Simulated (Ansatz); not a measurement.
# Converging the field response of a CaO (001) film, part 2 of 3

Aim: a convergence study of the equivalent conductor thickness of a CaO (001) film, with the cost of each setting.

Ansatz 0.2.0; plane-wave DFT, PBE, Ansatz PAW (the session's first sound run).

So far, equivalent conductor thickness p/(ε₀AE) (Å): step 2 (single point, setting first choice) 9.84; step 5 (run, box 27.6 Å (run 2)) 9.84; step 6 (run, box 27.6 Å (run 3)) 12.1; step 7 (run, box 27.6 Å (run 4)) 10.1; step 8 (run, box 27.6 Å (run 5)) 9.84.

### 9. Run, box 27.6 Å (run 6)

File input.yaml:

```yaml
crystal:
  lattice:
    - [3.40118362, 0.0, 0.0]
    - [0.0, 3.40118362, 0.0]
    - [0.0, 0.0, 27.62]
  atoms:
    - { symbol: Ca, position: [0.5, 0.5, 0.3258508327] }
    - { symbol: O, position: [0.0, 0.0, 0.3258508327] }
    - { symbol: Ca, position: [0.0, 0.0, 0.4129254164] }
    - { symbol: O, position: [0.5, 0.5, 0.4129254164] }
    - { symbol: Ca, position: [0.5, 0.5, 0.5] }
    - { symbol: O, position: [0.0, 0.0, 0.5] }
    - { symbol: Ca, position: [0.0, 0.0, 0.5870745836] }
    - { symbol: O, position: [0.5, 0.5, 0.5870745836] }
    - { symbol: Ca, position: [0.5, 0.5, 0.6741491673] }
    - { symbol: O, position: [0.0, 0.0, 0.6741491673] }
kpoints:
  mp_grid: { grid: [16, 16, 1] }
hamiltonian:
  xc: pbe
scf:
  occupations: { method: fixed }
  convergence: { dr2_threshold: 1.0e-10 }
efield:
  axis: 3
  dipole_correction: true
  ramp_position: 0.97
  ramp_width: 0.06
  amplitude: 0.1
output:
  write_potential: true
  write_density: true
  volumetric_format: npy
```

Launch:

```
> ansatz run input.yaml --threads 2 --pin off --max-ram 3072MiB --backend cpu --events-out ev --progress --plain --runs-dir out
```

Numbers of over 12 decimals in the logs are rounded to 6 here.

Output:

```text
[...]
Crystal: 10 atoms, lattice volume = 319.510 Å³
Basis set: ecut = 420 eV, 6241 PW (Γ)
Bands: 50, of which v1, the nominal top of the filled ones, is band 40 counted from 1 (39 counted from 0)
Symmetry: 8 space group operations
k-points: 45 of 256
[...]
k-point 0: bands = [... 36 lower, 0.9608, 0.9608, 1.1883, 1.1883, 3.8428, 4.3643, 4.6946, 5.0304, ... 6 higher]
  k-point 1: bands = [... 36 lower, 0.8704, 0.9172, 1.0933, 1.1454, 3.8947, 4.4178, 4.8054, 5.0844, ... 6 higher]
  k-point 2: bands = [... 36 lower, 0.6754, 0.7969, 0.8670, 1.0268, 4.0433, 4.5691, 5.1157, 5.2420, ... 6 higher]
  k-point 44: bands = [... 36 lower, 0.6022, 0.6022, 0.6216, 0.8916, 4.8765, 4.8765, 5.6966, 5.6966, ... 6 higher]
[key lines of the parts left out:]
SCF converged after 14 iterations
Free energy (F): -11937.689826 eV
Fermi energy:    1.188341 eV
Dipole field:    D = 0.035614 V/Å  (p = 0.062885 e·Å, saw-weighted, corrected)
```

Run time: 46 s. Hardware: 2 threads of Arm Neoverse V2, shared host; peak memory 0.94 GiB; 92 s of CPU time.

The dipole corresponds to a conductor 9.837 Å thick, +0.00 % from the first choice, at 3.1 times its CPU time.

### 10. Run, box 19.6 Å

The cell differs from the one that the last finished run ended in (c 27.620 → 19.620 Å).

input.yaml, the sections that differ from step 9:

```yaml
crystal:
  lattice:
    - [3.40118362, 0.0, 0.0]
    - [0.0, 3.40118362, 0.0]
    - [0.0, 0.0, 19.62]
  atoms:
    - { symbol: Ca, position: [0.5, 0.5, 0.254841998] }
    - { symbol: O, position: [0.0, 0.0, 0.254841998] }
    - { symbol: Ca, position: [0.0, 0.0, 0.377420999] }
    - { symbol: O, position: [0.5, 0.5, 0.377420999] }
    - { symbol: Ca, position: [0.5, 0.5, 0.5] }
    - { symbol: O, position: [0.0, 0.0, 0.5] }
    - { symbol: Ca, position: [0.0, 0.0, 0.622579001] }
    - { symbol: O, position: [0.5, 0.5, 0.622579001] }
    - { symbol: Ca, position: [0.5, 0.5, 0.745158002] }
    - { symbol: O, position: [0.0, 0.0, 0.745158002] }
kpoints:
  mp_grid: { grid: [8, 8, 1] }
# hamiltonian, scf, efield, output: as in step 9
```

Output:

```text
[...]
Crystal: 10 atoms, lattice volume = 226.965 Å³
Basis set: ecut = 420 eV, 4453 PW (Γ)
Bands: 50, of which v1, the nominal top of the filled ones, is band 40 counted from 1 (39 counted from 0)
Symmetry: 8 space group operations
k-points: 15 of 64
[...]
k-point 0: bands = [... 36 lower, 3.0816, 3.0816, 3.3095, 3.3095, 5.9544, 6.5671, 6.8157, 7.2122, ... 6 higher]
  k-point 1: bands = [... 36 lower, 2.7966, 2.9178, 2.9883, 3.1480, 6.1586, 6.7650, 7.2369, 7.6067, ... 6 higher]
  k-point 2: bands = [... 36 lower, 2.4598, 2.5589, 2.7224, 2.7936, 6.7144, 7.2962, 8.2642, 8.5650, ... 6 higher]
  k-point 14: bands = [... 36 lower, 2.7234, 2.7234, 2.7423, 3.0125, 6.9976, 6.9976, 7.8174, 7.8174, ... 6 higher]
[key lines of the parts left out:]
SCF converged after 14 iterations
Free energy (F): -11937.689726 eV
Fermi energy:    3.309514 eV
Dipole field:    D = 0.049986 V/Å  (p = 0.062696 e·Å, saw-weighted, corrected)
```

The job ended after 10 s (2 threads; peak memory 0.47 GiB).

The dipole corresponds to a conductor 9.807 Å thick, -0.30 % from the first choice, at 0.70 times its CPU time.

### 11. Single point, box 23.6 Å

The cell differs from the one that the last finished run ended in (c 19.620 → 23.620 Å).

input.yaml, the sections that differ from step 10:

```yaml
crystal:
  lattice:
    - [3.40118362, 0.0, 0.0]
    - [0.0, 3.40118362, 0.0]
    - [0.0, 0.0, 23.62]
  atoms:
    - { symbol: Ca, position: [0.5, 0.5, 0.2963590178] }
    - { symbol: O, position: [0.0, 0.0, 0.2963590178] }
    - { symbol: Ca, position: [0.0, 0.0, 0.3981795089] }
    - { symbol: O, position: [0.5, 0.5, 0.3981795089] }
    - { symbol: Ca, position: [0.5, 0.5, 0.5] }
    - { symbol: O, position: [0.0, 0.0, 0.5] }
    - { symbol: Ca, position: [0.0, 0.0, 0.6018204911] }
    - { symbol: O, position: [0.5, 0.5, 0.6018204911] }
    - { symbol: Ca, position: [0.5, 0.5, 0.7036409822] }
    - { symbol: O, position: [0.0, 0.0, 0.7036409822] }
# kpoints, hamiltonian, scf, efield, output: as in step 10
```

Output:

```text
[...]
Crystal: 10 atoms, lattice volume = 273.237 Å³
Basis set: ecut = 420 eV, 5347 PW (Γ)
Bands: 50, of which v1, the nominal top of the filled ones, is band 40 counted from 1 (39 counted from 0)
Symmetry: 8 space group operations
k-points: 15 of 64
[...]
k-point 0: bands = [... 36 lower, 1.8415, 1.8415, 2.0691, 2.0691, 4.7293, 5.2455, 5.5754, 5.9720, ... 6 higher]
  k-point 1: bands = [... 36 lower, 1.5563, 1.6778, 1.7479, 1.9076, 4.9304, 5.4486, 5.9966, 6.3662, ... 6 higher]
  k-point 2: bands = [... 36 lower, 1.2197, 1.3188, 1.4818, 1.5531, 5.4819, 5.9947, 7.0237, 7.0788, ... 6 higher]
  k-point 14: bands = [... 36 lower, 1.4830, 1.4830, 1.5023, 1.7722, 5.7573, 5.7573, 6.5776, 6.5776, ... 6 higher]
[key lines of the parts left out:]
SCF converged after 14 iterations
Free energy (F): -11937.689999 eV
Fermi energy:    2.069131 eV
Dipole field:    D = 0.041645 V/Å  (p = 0.062883 e·Å, saw-weighted, corrected)
```

Run time: 13 s. Hardware: 2 threads; peak memory 0.52 GiB; 26 s of CPU time.

The dipole corresponds to a conductor 9.836 Å thick, -0.00 % from the first choice, at 0.87 times its CPU time.

### 12. Single point, box 35.6 Å

The cell differs from the one that the last finished run ended in (c 23.620 → 35.620 Å).

input.yaml, the sections that differ from step 11:

```yaml
crystal:
  lattice:
    - [3.40118362, 0.0, 0.0]
    - [0.0, 3.40118362, 0.0]
    - [0.0, 0.0, 35.62]
  atoms:
    - { symbol: Ca, position: [0.5, 0.5, 0.3649635036] }
    - { symbol: O, position: [0.0, 0.0, 0.3649635036] }
    - { symbol: Ca, position: [0.0, 0.0, 0.4324817518] }
    - { symbol: O, position: [0.5, 0.5, 0.4324817518] }
    - { symbol: Ca, position: [0.5, 0.5, 0.5] }
    - { symbol: O, position: [0.0, 0.0, 0.5] }
    - { symbol: Ca, position: [0.0, 0.0, 0.5675182482] }
    - { symbol: O, position: [0.5, 0.5, 0.5675182482] }
    - { symbol: Ca, position: [0.5, 0.5, 0.6350364964] }
    - { symbol: O, position: [0.0, 0.0, 0.6350364964] }
# kpoints, hamiltonian, scf, efield, output: as in step 11
```

Output:

```text
[...]
Crystal: 10 atoms, lattice volume = 412.054 Å³
Basis set: ecut = 420 eV, 8067 PW (Γ)
Bands: 50, of which v1, the nominal top of the filled ones, is band 40 counted from 1 (39 counted from 0)
Symmetry: 8 space group operations
k-points: 15 of 64
[...]
k-point 0: bands = [... 36 lower, -0.2075, -0.2075, 0.0201, 0.0201, 2.6689, 3.1936, 3.5262, 3.5430, ... 6 higher]
  k-point 1: bands = [... 36 lower, -0.4928, -0.3713, -0.3012, -0.1415, 2.8693, 3.3988, 3.7477, 3.9474, ... 6 higher]
  k-point 2: bands = [... 36 lower, -0.8294, -0.7302, -0.5673, -0.4960, 3.4221, 3.9472, 4.3510, 4.9747, ... 6 higher]
  k-point 14: bands = [... 36 lower, -0.5662, -0.5662, -0.5468, -0.2770, 3.7080, 3.7080, 4.5284, 4.5284, ... 6 higher]
[key lines of the parts left out:]
SCF converged after 14 iterations
Free energy (F): -11937.690203 eV
Fermi energy:    0.020051 eV
Dipole field:    D = 0.027617 V/Å  (p = 0.062888 e·Å, saw-weighted, corrected)
```

The job ended after 20 s (2 threads; peak memory 0.68 GiB; 39 s of CPU time).

The dipole corresponds to a conductor 9.837 Å thick, +0.01 % from the first choice, at 1.3 times its CPU time.

### 13. Run, box 27.6 Å (run 7)

input.yaml, the sections that differ from step 12:

```yaml
crystal:
  lattice:
    - [3.40118362, 0.0, 0.0]
    - [0.0, 3.40118362, 0.0]
    - [0.0, 0.0, 27.62]
  atoms:
    - { symbol: Ca, position: [0.5, 0.5, 0.3258508327] }
    - { symbol: O, position: [0.0, 0.0, 0.3258508327] }
    - { symbol: Ca, position: [0.0, 0.0, 0.4129254164] }
    - { symbol: O, position: [0.5, 0.5, 0.4129254164] }
    - { symbol: Ca, position: [0.5, 0.5, 0.5] }
    - { symbol: O, position: [0.0, 0.0, 0.5] }
    - { symbol: Ca, position: [0.0, 0.0, 0.5870745836] }
    - { symbol: O, position: [0.5, 0.5, 0.5870745836] }
    - { symbol: Ca, position: [0.5, 0.5, 0.6741491673] }
    - { symbol: O, position: [0.0, 0.0, 0.6741491673] }
efield:
  axis: 3
  dipole_correction: true
  ramp_position: 0.97
  ramp_width: 0.06
  amplitude: 0.005
# kpoints, hamiltonian, scf, output: as in step 12
```

Output:

```text
[...]
Crystal: 10 atoms, lattice volume = 319.510 Å³
Basis set: ecut = 420 eV, 6241 PW (Γ)
Bands: 50, of which v1, the nominal top of the filled ones, is band 40 counted from 1 (39 counted from 0)
Symmetry: 8 space group operations
k-points: 15 of 64
[...]
k-point 0: bands = [... 36 lower, 1.0625, 1.0625, 1.0850, 1.0850, 4.0721, 4.1542, 4.7060, 5.0901, ... 6 higher]
  k-point 1: bands = [... 36 lower, 0.7146, 0.7969, 0.9018, 0.9209, 4.2831, 4.3477, 5.1280, 5.4844, ... 6 higher]
  k-point 2: bands = [... 36 lower, 0.3546, 0.5480, 0.5626, 0.5676, 4.8425, 4.8864, 6.1204, 6.1582, ... 6 higher]
  k-point 14: bands = [... 36 lower, 0.5550, 0.5550, 0.6790, 0.8331, 4.8839, 4.8839, 5.6960, 5.6960, ... 6 higher]
[key lines of the parts left out:]
SCF converged after 14 iterations
Free energy (F): -11937.686710 eV
Fermi energy:    1.084967 eV
Dipole field:    D = 0.001781 V/Å  (p = 0.003144 e·Å, saw-weighted, corrected)
```

The job ended after 15 s (2 threads; peak memory 0.57 GiB).

The dipole corresponds to a conductor 9.836 Å thick, -0.01 % from the first choice, at 0.97 times its CPU time.

### 14. Single point, box 27.6 Å (run 2)

Changes to input.yaml since step 13:

```diff
@@ -28,3 +28,3 @@
   ramp_width: 0.06
-  amplitude: 0.005
+  amplitude: 0.03
 output:
```

Output:

```text
[...]
Crystal: 10 atoms, lattice volume = 319.510 Å³
Basis set: ecut = 420 eV, 6241 PW (Γ)
Bands: 50, of which v1, the nominal top of the filled ones, is band 40 counted from 1 (39 counted from 0)
Symmetry: 8 space group operations
k-points: 15 of 64
[...]
k-point 0: bands = [... 36 lower, 1.0382, 1.0382, 1.1093, 1.1093, 4.0259, 4.1987, 4.7050, 5.0902, ... 6 higher]
  k-point 1: bands = [... 36 lower, 0.7069, 0.8066, 0.8760, 0.9468, 4.2311, 4.3982, 5.1269, 5.4785, ... 6 higher]
  k-point 2: bands = [... 36 lower, 0.3527, 0.5198, 0.5708, 0.5907, 4.7839, 4.9435, 6.0876, 6.1568, ... 6 higher]
  k-point 14: bands = [... 36 lower, 0.5602, 0.5602, 0.6723, 0.8399, 4.8832, 4.8832, 5.6961, 5.6961, ... 6 higher]
[key lines of the parts left out:]
SCF converged after 14 iterations
Free energy (F): -11937.686985 eV
Fermi energy:    1.109311 eV
Dipole field:    D = 0.010683 V/Å  (p = 0.018863 e·Å, saw-weighted, corrected)
```

The job ended after 15 s (2 threads; peak memory 0.57 GiB; 29 s of CPU time).

The dipole corresponds to a conductor 9.835 Å thick, -0.01 % from the first choice, at 0.97 times its CPU time.

### 15. Single point, box 27.6 Å (run 3)

Changes to input.yaml since step 14:

```diff
@@ -28,3 +28,3 @@
   ramp_width: 0.06
-  amplitude: 0.03
+  amplitude: 0.3
 output:
```

Output:

```text
[...]
Crystal: 10 atoms, lattice volume = 319.510 Å³
Basis set: ecut = 420 eV, 6241 PW (Γ)
Bands: 50, of which v1, the nominal top of the filled ones, is band 40 counted from 1 (39 counted from 0)
Symmetry: 8 space group operations
k-points: 15 of 64
[...]
k-point 0: bands = [... 36 lower, 0.8651, 0.8651, 1.4141, 1.4141, 3.2146, 4.1036, 4.6113, 4.8152, ... 6 higher]
  k-point 1: bands = [... 36 lower, 0.7091, 0.7899, 1.0786, 1.2539, 3.4111, 4.3085, 5.0273, 5.0319, ... 6 higher]
  k-point 2: bands = [... 36 lower, 0.3667, 0.4269, 0.7643, 0.9015, 3.9758, 4.8924, 5.5840, 6.0409, ... 6 higher]
  k-point 14: bands = [... 36 lower, 0.4268, 0.7850, 0.7850, 1.0993, 4.8187, 4.8187, 5.6990, 5.6990, ... 6 higher]
[key lines of the parts left out:]
SCF converged after 14 iterations
Free energy (F): -11937.715019 eV
Fermi energy:    1.414145 eV
Dipole field:    D = 0.107005 V/Å  (p = 0.188941 e·Å, saw-weighted, corrected)
```

Wall time 15 s (2 threads); peak memory 0.57 GiB.

The dipole corresponds to a conductor 9.852 Å thick, +0.15 % from the first choice, at 1.0 times its CPU time.

### 16. Run, box 27.6 Å (run 8)

Changes to input.yaml since step 15:

```diff
@@ -22,3 +22,3 @@
   occupations: { method: fixed }
-  convergence: { dr2_threshold: 1.0e-10 }
+  convergence: { dr2_threshold: 0.0001 }
 efield:
@@ -28,3 +28,3 @@
   ramp_width: 0.06
-  amplitude: 0.3
+  amplitude: 0.1
 output:
```

Output:

```text
[...]
Crystal: 10 atoms, lattice volume = 319.510 Å³
Basis set: ecut = 420 eV, 6241 PW (Γ)
Bands: 50, of which v1, the nominal top of the filled ones, is band 40 counted from 1 (39 counted from 0)
Symmetry: 8 space group operations
k-points: 15 of 64
[...]
k-point 0: bands = [... 36 lower, 0.9605, 0.9605, 1.1880, 1.1880, 3.8431, 4.3643, 4.6938, 5.0328, ... 6 higher]
  k-point 1: bands = [... 36 lower, 0.6750, 0.7967, 0.8666, 1.0264, 4.0437, 4.5691, 5.1149, 5.2444, ... 6 higher]
  k-point 2: bands = [... 36 lower, 0.3385, 0.4378, 0.6004, 0.6719, 4.5959, 5.1170, 5.8461, 6.1424, ... 6 higher]
  k-point 14: bands = [... 36 lower, 0.6017, 0.6017, 0.6212, 0.8910, 4.8757, 4.8757, 5.6960, 5.6960, ... 6 higher]
[key lines of the parts left out:]
SCF converged after 9 iterations
Free energy (F): -11937.689845 eV
Fermi energy:    1.187958 eV
Dipole field:    D = 0.035580 V/Å  (p = 0.062825 e·Å, saw-weighted, corrected)
```

It took 13 s on 2 threads; peak memory 0.57 GiB.

The dipole corresponds to a conductor 9.827 Å thick, -0.09 % from the first choice, at 0.89 times its CPU time.

### 17. Run, box 27.6 Å (run 9)

Changes to input.yaml since step 16:

```diff
@@ -22,3 +22,3 @@
   occupations: { method: fixed }
-  convergence: { dr2_threshold: 0.0001 }
+  convergence: { dr2_threshold: 1.0e-06 }
 efield:
```

Output:

```text
[...]
Crystal: 10 atoms, lattice volume = 319.510 Å³
Basis set: ecut = 420 eV, 6241 PW (Γ)
Bands: 50, of which v1, the nominal top of the filled ones, is band 40 counted from 1 (39 counted from 0)
Symmetry: 8 space group operations
k-points: 15 of 64
[...]
k-point 0: bands = [... 36 lower, 0.9608, 0.9608, 1.1884, 1.1884, 3.8428, 4.3643, 4.6945, 5.0316, ... 6 higher]
  k-point 1: bands = [... 36 lower, 0.6755, 0.7970, 0.8671, 1.0268, 4.0433, 4.5691, 5.1156, 5.2432, ... 6 higher]
  k-point 2: bands = [... 36 lower, 0.3390, 0.4381, 0.6009, 0.6723, 4.5955, 5.1169, 5.8449, 6.1431, ... 6 higher]
  k-point 14: bands = [... 36 lower, 0.6022, 0.6022, 0.6216, 0.8916, 4.8764, 4.8764, 5.6965, 5.6965, ... 6 higher]
[key lines of the parts left out:]
SCF converged after 10 iterations
Free energy (F): -11937.689846 eV
Fermi energy:    1.188357 eV
Dipole field:    D = 0.035609 V/Å  (p = 0.062876 e·Å, saw-weighted, corrected)
```

It took 13 s on 2 threads; peak memory 0.57 GiB; 26 s of CPU time.

The dipole corresponds to a conductor 9.835 Å thick, -0.01 % from the first choice, at 0.89 times its CPU time.

### 18. Run, box 27.6 Å (run 10)

Changes to input.yaml since step 17:

```diff
@@ -22,3 +22,3 @@
   occupations: { method: fixed }
-  convergence: { dr2_threshold: 1.0e-06 }
+  convergence: { dr2_threshold: 1.0e-08 }
 efield:
```

Output:

```text
[...]
Crystal: 10 atoms, lattice volume = 319.510 Å³
Basis set: ecut = 420 eV, 6241 PW (Γ)
Bands: 50, of which v1, the nominal top of the filled ones, is band 40 counted from 1 (39 counted from 0)
Symmetry: 8 space group operations
k-points: 15 of 64
[...]
k-point 0: bands = [... 36 lower, 0.9608, 0.9608, 1.1884, 1.1884, 3.8428, 4.3643, 4.6946, 5.0304, ... 6 higher]
  k-point 1: bands = [... 36 lower, 0.6755, 0.7970, 0.8671, 1.0268, 4.0433, 4.5691, 5.1157, 5.2420, ... 6 higher]
  k-point 2: bands = [... 36 lower, 0.3390, 0.4380, 0.6010, 0.6723, 4.5954, 5.1169, 5.8437, 6.1432, ... 6 higher]
  k-point 14: bands = [... 36 lower, 0.6022, 0.6022, 0.6216, 0.8917, 4.8765, 4.8765, 5.6966, 5.6966, ... 6 higher]
[key lines of the parts left out:]
SCF converged after 12 iterations
Free energy (F): -11937.689846 eV
Fermi energy:    1.188361 eV
Dipole field:    D = 0.035614 V/Å  (p = 0.062884 e·Å, saw-weighted, corrected)
```

Wall time 14 s (2 threads); peak memory 0.57 GiB; 28 s of CPU time.

The dipole corresponds to a conductor 9.837 Å thick, -0.00 % from the first choice, at 0.94 times its CPU time.

### 19. Run, box 27.6 Å (run 11)

This step: plane-wave DFT, LDA, Ansatz PAW (Ansatz 0.2.0).

Changes to input.yaml since step 18:

```diff
@@ -19,6 +19,6 @@
 hamiltonian:
-  xc: pbe
+  xc: lda
 scf:
   occupations: { method: fixed }
-  convergence: { dr2_threshold: 1.0e-08 }
+  convergence: { dr2_threshold: 1.0e-10 }
 efield:
```

Output:

```text
[...]
Crystal: 10 atoms, lattice volume = 319.510 Å³
Basis set: ecut = 420 eV, 6241 PW (Γ)
Bands: 50, of which v1, the nominal top of the filled ones, is band 40 counted from 1 (39 counted from 0)
Symmetry: 8 space group operations
k-points: 15 of 64
[...]
k-point 0: bands = [... 36 lower, 0.5754, 0.5754, 0.7990, 0.7990, 3.6286, 4.1121, 4.1500, 4.5488, ... 6 higher]
  k-point 1: bands = [... 36 lower, 0.2826, 0.4072, 0.4702, 0.6332, 3.8361, 4.3250, 4.5825, 4.9536, ... 6 higher]
  k-point 2: bands = [... 36 lower, -0.0553, 0.0395, 0.2092, 0.2703, 4.3847, 4.8735, 5.6303, 5.7969, ... 6 higher]
  k-point 14: bands = [... 36 lower, 0.2101, 0.2101, 0.2344, 0.5060, 4.3445, 4.3445, 5.1899, 5.1899, ... 6 higher]
[key lines of the parts left out:]
SCF converged after 14 iterations
Free energy (F): -11656.641307 eV
Fermi energy:    0.799028 eV
Dipole field:    D = 0.035576 V/Å  (p = 0.062816 e·Å, saw-weighted, corrected)
```

Run time: 15 s. Hardware: 2 threads; peak memory 0.56 GiB; 30 s of CPU time.

The dipole corresponds to a conductor 9.826 Å thick, -0.11 % from the first choice, at 1.0 times its CPU time.

(Part 2 of 3 ends here.)

[Logs are printed without paths, hosts, clocks, repeated set-up lines and the standing remarks that a program may print on its own settings, such as how far it seeks lower states.]

[Hosts, paths, dates, database ids (printed as entryN), source tags and the programs' standing remarks are cut or masked in the printed files.]

[Maps of the electrostatic potential energy from Ansatz leave out the sawtooth potential of an applied field or a dipole correction, so their vacuum need not be flat; planar profiles and work functions include it.]
